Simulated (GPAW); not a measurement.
# ScAl3 (Pm-3m) in GPAW: further runs

The runs below take ScAl3 through relaxation of cell and atoms, with PBE+D3(BJ), PBE+D4, PBEsol+D3(BJ).

Everything below comes from runs of GPAW 26.7.0. Logs are shortened: lines on timing, memory, paths and dates and some standing lists are left out, and cuts for length are marked. The log counts tension as positive stress, the text compression.

## (1) The crystal as given

Symmetry: Pm-3m, No. 221, cubic system. Conventional cell: a = 4.088 Å, b = 4.088 Å, c = 4.088 Å, α = 90.00°, β = 90.00°, γ = 90.00°. Sc (site symmetry m-3m) is surrounded by 12 Al at 2.89 Å. Around Al (site symmetry 4/mmm) lie 4 Sc at 2.89 Å and 8 Al at 2.89 Å.

The cell is a database's computed one.

## (2) Relaxation of cell and atoms, PBE+D3(BJ)

Contents of run.py:

```python
from ase.calculators.mixing import SumCalculator
from ase.filters import FrechetCellFilter
from ase.io import read, write
from ase.optimize import LBFGS
from dftd3.ase import DFTD3
from gpaw import GPAW, PW

atoms = read('ScAl3.xyz')

calc = GPAW(mode=PW(600),
            xc='PBE',
            kpts={'size': (7, 7, 7), 'gamma': True},
            occupations={'name': 'fermi-dirac', 'width': 0.05},
            nbands=22,
            convergence={'density': 1e-05, 'forces': 0.0001},
            maxiter=150,
            txt='gpaw.txt')
atoms.calc = SumCalculator([calc, DFTD3(method='pbe', damping='d3bj')])
opt = LBFGS(FrechetCellFilter(atoms), trajectory='relax.traj', logfile='-')
done = opt.run(fmax=0.05, steps=60)
calc.write('gs.gpw')
write('result.traj', atoms)
print('Converged:', done)
print('Cell:', atoms.cell.cellpar().round(4))
print('Volume:', round(atoms.get_volume(), 4))
print(atoms.get_scaled_positions().round(5))
```

Contents of ScAl3.xyz:

```xyz
4
Lattice="4.0878065700 0.0000000000 0.0000000000 0.0000000000 4.0878065700 0.0000000000 0.0000000000 0.0000000000 4.0878065700" Properties=species:S:1:pos:R:3 pbc="T T T"
Sc     0.0000000000      0.0000000000      0.0000000000
Al     2.0439032850      2.0439032850      0.0000000000
Al     0.0000000000      2.0439032850      2.0439032850
Al     2.0439032850      0.0000000000      2.0439032850
```

Potentials or basis: GPAW PAW data sets (gpaw-data 1.2.1), pw.

The run is started by

```bash
> OMP_NUM_THREADS=1 python run.py
```

gpaw.txt:

```text
__  _  _
 | _ |_)|_||  |
 |__||  | ||/\| - 26.7.0

Input parameters:
  mode=PW(ecut=600.0),
  convergence={'density': 1e-05, 'forces': 0.0001},
  kpts=MonkhorstPack(size=(7, 7, 7), gamma=True),
  maxiter=150,
  nbands=22,
  occupations=Occupations(name='fermi-dirac', width=0.05),
  xc=XC(name='PBE')

Diagonalizing LCAO Hamiltonian
Converting LCAO to pw mode
    .---------.
   /|         |
  / |         |
 *  |         |
 | Al         |
 |  .---------.
 | /  All    /
 |/         /
 Sc--------*

Atoms  # Å, Bohr magnetons
|   | symbol |        x |        y |        z |    initial magnetic moments |
|---|--------|----------|----------|----------|-----------------------------|
| 0 |     Sc | 0.000000 | 0.000000 | 0.000000 | ( 0.0000,  0.0000,  0.0000) |
| 1 |     Al | 2.043903 | 2.043903 | 0.000000 | ( 0.0000,  0.0000,  0.0000) |
| 2 |     Al | 0.000000 | 2.043903 | 2.043903 | ( 0.0000,  0.0000,  0.0000) |
| 3 |     Al | 2.043903 | 0.000000 | 2.043903 | ( 0.0000,  0.0000,  0.0000) |

Unit cell  # Å
| periodic |        x |        y |        z |  lengths |    angles |
|----------|----------|----------|----------|----------|-----------|
|      yes | 4.087807 | 0.000000 | 0.000000 | 4.087807 | 90.000000 |
|      yes | 0.000000 | 4.087807 | 0.000000 | 4.087807 | 90.000000 |
|      yes | 0.000000 | 0.000000 | 4.087807 | 4.087807 | 90.000000 |

Number of symmetries: 48
Symmetry operations  # r_c * U_cc + t_c -> r_c
|    | kind |            matrix            |
|----|------|------------------------------|
|  0 |  E   |  1, 0, 0,  0, 1, 0,  0, 0, 1 |
|  1 |  σ   |  1, 0, 0,  0, 1, 0,  0, 0,-1 |
|  2 |  σ   |  1, 0, 0,  0, 0, 1,  0, 1, 0 |
|  3 |  C4  |  1, 0, 0,  0, 0, 1,  0,-1, 0 |
|  4 |  C4  |  1, 0, 0,  0, 0,-1,  0, 1, 0 |
|  5 |  σ   |  1, 0, 0,  0, 0,-1,  0,-1, 0 |
|  6 |  σ   |  1, 0, 0,  0,-1, 0,  0, 0, 1 |
|  7 |  C2  |  1, 0, 0,  0,-1, 0,  0, 0,-1 |
|  8 |  σ   |  0, 1, 0,  1, 0, 0,  0, 0, 1 |
|  9 |  C2  |  0, 1, 0,  1, 0, 0,  0, 0,-1 |
| 10 |  C3  |  0, 1, 0,  0, 0, 1,  1, 0, 0 |
| 11 |  S6  |  0, 1, 0,  0, 0, 1, -1, 0, 0 |
| 12 |  S6  |  0, 1, 0,  0, 0,-1,  1, 0, 0 |
| 13 |  C3  |  0, 1, 0,  0, 0,-1, -1, 0, 0 |
[... 235 lines left out ...]
Forces  # eV/Ang
|        x |        y |        z |
|----------|----------|----------|
| -0.00000 | -0.00000 | -0.00000 |  # Sc   0
|  0.00000 |  0.00000 | -0.00000 |  # Al   1
| -0.00000 |  0.00000 |  0.00000 |  # Al   2
|  0.00000 |  0.00000 |  0.00000 |  # Al   3

Interpolating wave functions to new cell

         Al
            Al
              Al
       Sc

Atoms  # Å, Bohr magnetons
|   | symbol |         x |         y |         z |    initial magnetic moments |
|---|--------|-----------|-----------|-----------|-----------------------------|
| 0 |     Sc |  0.000000 |  0.000000 |  0.000000 | ( 0.0000,  0.0000,  0.0000) |
| 1 |     Al |  2.041911 |  2.041911 | -0.000000 | ( 0.0000,  0.0000,  0.0000) |
| 2 |     Al | -0.000000 |  2.041911 |  2.041911 | ( 0.0000,  0.0000,  0.0000) |
| 3 |     Al |  2.041911 | -0.000000 |  2.041911 | ( 0.0000,  0.0000,  0.0000) |

Unit cell  # Å
| periodic |         x |        y |         z |  lengths |    angles |
|----------|-----------|----------|-----------|----------|-----------|
|      yes |  4.083822 | 0.000000 | -0.000000 | 4.083822 | 90.000000 |
|      yes |  0.000000 | 4.083822 |  0.000000 | 4.083822 | 90.000000 |
|      yes | -0.000000 | 0.000000 |  4.083822 | 4.083822 | 90.000000 |

Number of symmetries: 48
Symmetry operations  # r_c * U_cc + t_c -> r_c
|    | kind |            matrix            |
|----|------|------------------------------|
|  0 |  E   |  1, 0, 0,  0, 1, 0,  0, 0, 1 |
|  1 |  σ   |  1, 0, 0,  0, 1, 0,  0, 0,-1 |
|  2 |  σ   |  1, 0, 0,  0, 0, 1,  0, 1, 0 |
|  3 |  C4  |  1, 0, 0,  0, 0, 1,  0,-1, 0 |
|  4 |  C4  |  1, 0, 0,  0, 0,-1,  0, 1, 0 |
|  5 |  σ   |  1, 0, 0,  0, 0,-1,  0,-1, 0 |
|  6 |  σ   |  1, 0, 0,  0,-1, 0,  0, 0, 1 |
|  7 |  C2  |  1, 0, 0,  0,-1, 0,  0, 0,-1 |
|  8 |  σ   |  0, 1, 0,  1, 0, 0,  0, 0, 1 |
|  9 |  C2  |  0, 1, 0,  1, 0, 0,  0, 0,-1 |
| 10 |  C3  |  0, 1, 0,  0, 0, 1,  1, 0, 0 |
| 11 |  S6  |  0, 1, 0,  0, 0, 1, -1, 0, 0 |
| 12 |  S6  |  0, 1, 0,  0, 0,-1,  1, 0, 0 |
| 13 |  C3  |  0, 1, 0,  0, 0,-1, -1, 0, 0 |
[... 232 lines left out ...]
Forces  # eV/Ang
|        x |        y |        z |
|----------|----------|----------|
| -0.00000 | -0.00000 | -0.00000 |  # Sc   0
|  0.00000 |  0.00000 |  0.00000 |  # Al   1
|  0.00000 |  0.00000 |  0.00000 |  # Al   2
|  0.00000 | -0.00000 |  0.00000 |  # Al   3

Interpolating wave functions to new cell

         Al
            Al
              Al
       Sc

Atoms  # Å, Bohr magnetons
|   | symbol |         x |         y |         z |    initial magnetic moments |
|---|--------|-----------|-----------|-----------|-----------------------------|
| 0 |     Sc |  0.000000 |  0.000000 |  0.000000 | ( 0.0000,  0.0000,  0.0000) |
| 1 |     Al |  2.024104 |  2.024104 | -0.000000 | ( 0.0000,  0.0000,  0.0000) |
| 2 |     Al | -0.000000 |  2.024104 |  2.024104 | ( 0.0000,  0.0000,  0.0000) |
| 3 |     Al |  2.024104 | -0.000000 |  2.024104 | ( 0.0000,  0.0000,  0.0000) |

Unit cell  # Å
| periodic |         x |         y |         z |  lengths |    angles |
|----------|-----------|-----------|-----------|----------|-----------|
|      yes |  4.048207 | -0.000000 | -0.000000 | 4.048207 | 90.000000 |
|      yes |  0.000000 |  4.048207 | -0.000000 | 4.048207 | 90.000000 |
|      yes | -0.000000 | -0.000000 |  4.048207 | 4.048207 | 90.000000 |

Number of symmetries: 48
Symmetry operations  # r_c * U_cc + t_c -> r_c
|    | kind |            matrix            |
|----|------|------------------------------|
|  0 |  E   |  1, 0, 0,  0, 1, 0,  0, 0, 1 |
|  1 |  σ   |  1, 0, 0,  0, 1, 0,  0, 0,-1 |
|  2 |  σ   |  1, 0, 0,  0, 0, 1,  0, 1, 0 |
|  3 |  C4  |  1, 0, 0,  0, 0, 1,  0,-1, 0 |
|  4 |  C4  |  1, 0, 0,  0, 0,-1,  0, 1, 0 |
|  5 |  σ   |  1, 0, 0,  0, 0,-1,  0,-1, 0 |
|  6 |  σ   |  1, 0, 0,  0,-1, 0,  0, 0, 1 |
|  7 |  C2  |  1, 0, 0,  0,-1, 0,  0, 0,-1 |
|  8 |  σ   |  0, 1, 0,  1, 0, 0,  0, 0, 1 |
|  9 |  C2  |  0, 1, 0,  1, 0, 0,  0, 0,-1 |
| 10 |  C3  |  0, 1, 0,  0, 0, 1,  1, 0, 0 |
| 11 |  S6  |  0, 1, 0,  0, 0, 1, -1, 0, 0 |
| 12 |  S6  |  0, 1, 0,  0, 0,-1,  1, 0, 0 |
| 13 |  C3  |  0, 1, 0,  0, 0,-1, -1, 0, 0 |
[... 234 lines left out ...]
Forces  # eV/Ang
|        x |        y |        z |
|----------|----------|----------|
| -0.00000 |  0.00000 |  0.00000 |  # Sc   0
|  0.00000 |  0.00000 |  0.00000 |  # Al   1
|  0.00000 | -0.00000 | -0.00000 |  # Al   2
|  0.00000 |  0.00000 |  0.00000 |  # Al   3

# Writing to gs.gpw (mode='')
```

stdout:

```text
Step          Energy          fmax
LBFGS:    0      -19.218725        0.273059
LBFGS:    1      -19.221755        0.245704
LBFGS:    2      -19.234386        0.007668
Converged: True
Cell: [ 4.0482  4.0482  4.0482 90.     90.     90.    ]
Volume: 66.3419
[[0.  0.  0. ]
 [0.5 0.5 0. ]
 [0.  0.5 0.5]
 [0.5 0.  0.5]]
```

Run time: 55 s. Hardware: 1 thread of Arm Neoverse V1, shared host; peak memory 0.23 GiB.

Results:

```yaml
Free_energy: -19.2407 eV
Relaxed_volume: 16.59 Å³/atom
Relaxed_cell: a = 4.048 Å, b = 4.048 Å, c = 4.048 Å, α = 90.00°, β = 90.00°, γ = 90.00°
Space_group_after_relaxing_to_0.05_Å: Pm-3m (No. 221)
Energy_gained_by_relaxing: 3.9 meV/atom
Ionic_steps: 3
Pressure_after_relaxing: 0.1 GPa
Band_gap_on_the_k_mesh: none (metal or under the smearing width)
Dispersion_energy_per_atom: -0.390 eV
```

Step by step:
| step | energy change (eV) | largest force (eV/Å) | pressure (GPa) | volume (Å³) |
| --- | --- | --- | --- | --- |
| 1 | 0.0000 | 0.0000 | -2.56 | 68.31 |
| 2 | -0.0030 | 0.0000 | -2.31 | 68.11 |
| 3 | -0.0157 | 0.0000 | 0.07 | 66.34 |

Final structure:
```yaml
crystal:
  lattice:
    - [4.04821, 0.00000, 0.00000]
    - [0.00000, 4.04821, 0.00000]
    - [0.00000, 0.00000, 4.04821]
  atoms:
    - { symbol: Sc, position: [0.00000, 0.00000, 0.00000] }
    - { symbol: Al, position: [0.50000, 0.50000, 0.00000] }
    - { symbol: Al, position: [0.00000, 0.50000, 0.50000] }
    - { symbol: Al, position: [0.50000, 0.00000, 0.50000] }
```

Levels at points of the mesh, in eV from the Fermi level:
```
           k point  band 7  band 8  band 9  band 10  band 11  band 12  band 13  band 14
(0.00, 0.00, 0.00)   -2.56   -1.74   -1.74    -1.74     1.36     1.41     1.41     1.41
```

Caveat: later steps reuse the first step's grids; pairwise dispersion overbinds metals, which lowers pressure and volume.

## (3) Relaxation of cell and atoms, PBE+D4

run.py, as its differences from that of step 2:

```diff
@@ -4,3 +4,3 @@
 from ase.optimize import LBFGS
-from dftd3.ase import DFTD3
+from dftd4.ase import DFTD4
 from gpaw import GPAW, PW
@@ -17,5 +17,5 @@
             txt='gpaw.txt')
-atoms.calc = SumCalculator([calc, DFTD3(method='pbe', damping='d3bj')])
+atoms.calc = SumCalculator([calc, DFTD4(method='pbe')])
 opt = LBFGS(FrechetCellFilter(atoms), trajectory='relax.traj', logfile='-')
-done = opt.run(fmax=0.05, steps=60)
+done = opt.run(fmax=0.02, steps=60)
 calc.write('gs.gpw')
```

ScAl3.xyz is that of step 2.

Potentials or basis: GPAW PAW data sets (gpaw-data 1.2.1), pw.

The run is started by

```bash
> OMP_NUM_THREADS=1 python run.py
```

Run time: 57 s. Hardware: 1 thread of Arm Neoverse V1, shared host; peak memory 0.23 GiB.

Results (log left out):

- Free energy: -19.0919 eV
- Relaxed volume: 16.69 Å³/atom
- Relaxed cell: a = 4.057 Å, b = 4.057 Å, c = 4.057 Å, α = 90.00°, β = 90.00°, γ = 90.00°
- Space group after relaxing (to 0.05 Å): Pm-3m (No. 221)
- Energy gained by relaxing: 2.4 meV/atom
- Ionic steps: 3
- Pressure after relaxing: 0.0 GPa
- Band gap on the k mesh: none (metal or under the smearing width)
- Dispersion energy per atom: -0.351 eV

The path:
| step | energy change (eV) | largest force (eV/Å) | pressure (GPa) | volume (Å³) |
| --- | --- | --- | --- | --- |
| 1 | 0.0000 | 0.0000 | -2.01 | 68.31 |
| 2 | -0.0019 | 0.0000 | -1.81 | 68.15 |
| 3 | -0.0096 | 0.0000 | 0.04 | 66.78 |

Final structure:
```xyz
4
Lattice="4.0570 0.0000 0.0000 0.0000 4.0570 0.0000 0.0000 0.0000 4.0570" Properties=species:S:1:pos:R:3 pbc="T T T"
Sc    0.0000    0.0000    0.0000
Al    2.0285    2.0285    0.0000
Al    0.0000    2.0285    2.0285
Al    2.0285    0.0000    2.0285
```

Levels at points of the mesh, in eV from the Fermi level:
```tsv
k point	band 7	band 8	band 9	band 10	band 11	band 12	band 13	band 14
(0.00, 0.00, 0.00)	-2.55	-1.74	-1.74	-1.74	1.36	1.41	1.41	1.41
```

Caveat: later steps reuse the first step's grids; pairwise dispersion overbinds metals, which lowers pressure and volume.

## (4) Relaxation of cell and atoms, PBEsol+D3(BJ)

run.py, as its differences from that of step 3:

```diff
@@ -4,9 +4,11 @@
 from ase.optimize import LBFGS
-from dftd4.ase import DFTD4
-from gpaw import GPAW, PW
+from dftd3.ase import DFTD3
+from gpaw import GPAW, PW, setup_paths
 
-atoms = read('ScAl3.xyz')
+setup_paths.insert(0, '.')
+
+atoms = read('POSCAR')
 
 calc = GPAW(mode=PW(600),
-            xc='PBE',
+            xc='PBEsol',
             kpts={'size': (7, 7, 7), 'gamma': True},
@@ -17,3 +19,3 @@
             txt='gpaw.txt')
-atoms.calc = SumCalculator([calc, DFTD4(method='pbe')])
+atoms.calc = SumCalculator([calc, DFTD3(method='pbesol', damping='d3bj')])
 opt = LBFGS(FrechetCellFilter(atoms), trajectory='relax.traj', logfile='-')
```

Contents of POSCAR:

```
ScAl3
1.0
    4.0878065700      0.0000000000      0.0000000000
    0.0000000000      4.0878065700      0.0000000000
    0.0000000000      0.0000000000      4.0878065700
Sc Al
1 3
Direct
    0.0000000000      0.0000000000      0.0000000000
    0.5000000000      0.5000000000      0.0000000000
    0.0000000000      0.5000000000      0.5000000000
    0.5000000000      0.0000000000      0.5000000000
```

Potentials or basis: PAW data sets generated in the run's folder for this functional, pw.

The run is started by

```bash
> gpaw-setup -f PBEsol Al Sc
> OMP_NUM_THREADS=1 python run.py
```

It took 75 s on 1 thread of Arm Neoverse V1, shared host; peak memory 0.23 GiB.

Results (log left out):

| Property | Result |
| --- | --- |
| Free energy | -20.6850 eV |
| Relaxed volume | 16.26 Å³/atom |
| Relaxed cell | a = 4.022 Å, b = 4.022 Å, c = 4.022 Å, α = 90.00°, β = 90.00°, γ = 90.00° |
| Space group after relaxing (to 0.05 Å) | Pm-3m (No. 221) |
| Energy gained by relaxing | 11.9 meV/atom |
| Ionic steps | 4 |
| Pressure after relaxing | 0.0 GPa |
| Band gap on the k mesh | none (metal or under the smearing width) |
| Dispersion energy per atom | -0.385 eV |

Step by step:
| step | energy change (eV) | largest force (eV/Å) | pressure (GPa) | volume (Å³) |
| --- | --- | --- | --- | --- |
| 1 | 0.0000 | 0.0000 | -4.48 | 68.31 |
| 2 | -0.0093 | 0.0000 | -4.05 | 67.96 |
| 3 | -0.0476 | 0.0000 | 0.24 | 64.88 |
| 4 | -0.0477 | 0.0000 | -0.01 | 65.04 |

Final structure:
```
Sc Al
1.0
     4.02151    0.00000    0.00000
     0.00000    4.02151    0.00000
     0.00000    0.00000    4.02151
Sc Al
1 3
Direct
  0.00000 0.00000 0.00000
  0.50000 0.50000 0.00000
  0.00000 0.50000 0.50000
  0.50000 0.00000 0.50000
```

Levels at points of the mesh, in eV from the Fermi level:
| k point | band 6 | band 7 | band 8 | band 9 | band 10 | band 11 | band 12 | band 13 | band 14 | band 15 |
| --- | --- | --- | --- | --- | --- | --- | --- | --- | --- | --- |
| (0.00, 0.00, 0.00) | -2.58 | -2.58 | -1.72 | -1.72 | -1.72 | 1.34 | 1.43 | 1.43 | 1.43 | 5.29 |

Caveat: later steps reuse the first step's grids; pairwise dispersion overbinds metals, which lowers pressure and volume.

## (5) The runs side by side

| level | potentials or basis | fmax | gap on the mesh (eV) | pressure (GPa) | relaxed volume (Å³/atom) |
| --- | --- | --- | --- | --- | --- |
| PBE+D3(BJ) | GPAW PAW data sets (gpaw-data 1.2.1), pw | 0.05 eV/Å | none | 0.1 | 16.59 |
| PBE+D4 | GPAW PAW data sets (gpaw-data 1.2.1), pw | 0.02 eV/Å | none | 0.0 | 16.69 |
| PBEsol+D3(BJ) | PAW data sets generated in the run's folder for this functional, pw | 0.02 eV/Å | none | 0.0 | 16.26 |

Alike in all rows: task relaxation of cell and atoms; no spin polarisation; cell relaxed; k mesh 7 × 7 × 7; cutoff (eV) 600; smearing fermi-dirac 0.05 eV.

Caveats: later steps reuse the first step's grids; pairwise dispersion overbinds metals, which lowers pressure and volume.

Total energies depend on the potentials used, so only differences within one code and one set of settings carry meaning.
